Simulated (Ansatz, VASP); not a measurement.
## Two plane-wave programs on AlCo

```
Co Al
1.0
     2.81940    0.00000    0.00000
     0.00000    2.81940    0.00000
     0.00000    0.00000    2.81940
Co Al
1 1
Cartesian
  1.4097 1.4097 1.4097
  0.0000 0.0000 0.0000
```

The cell is a database's computed one.

Alike in both runs: task single point; functional PBEsol; k mesh 9 × 9 × 9; occupations fermi-dirac, width 0.05 eV; collinear spin.

```csv
,VASP,Ansatz
version,VASP 6.6.1,Ansatz 0.2.0
potentials or method,"VASP PAW PBE potentials, release 64 (Co, Al)",Ansatz PAW
plane-wave cutoff (eV),520,420
valence electrons in the cell,12,20
```

|  | VASP | Ansatz | Ansatz less VASP |
| --- | --- | --- | --- |
| gap on the k mesh at the Fermi level (eV) | none | none | - |
| pressure (GPa) | 0.7 | 0.7 | -0.09 |
| net moment per atom (μB) | 0.00 | 0.00 | 0.000 |

A gap of «none» marks a metal or a gap that the smearing closes. The two sets of potentials don't hold the same shells in valence.

Caveats: the PAW data sets were made with another functional, which shifts forces and pressure a little (VASP); the PAW data sets come from PBE, with cores solved anew for the run's functional, which leaves a small shift of forces and pressure (Ansatz); the starting moments weren't kept (Ansatz).
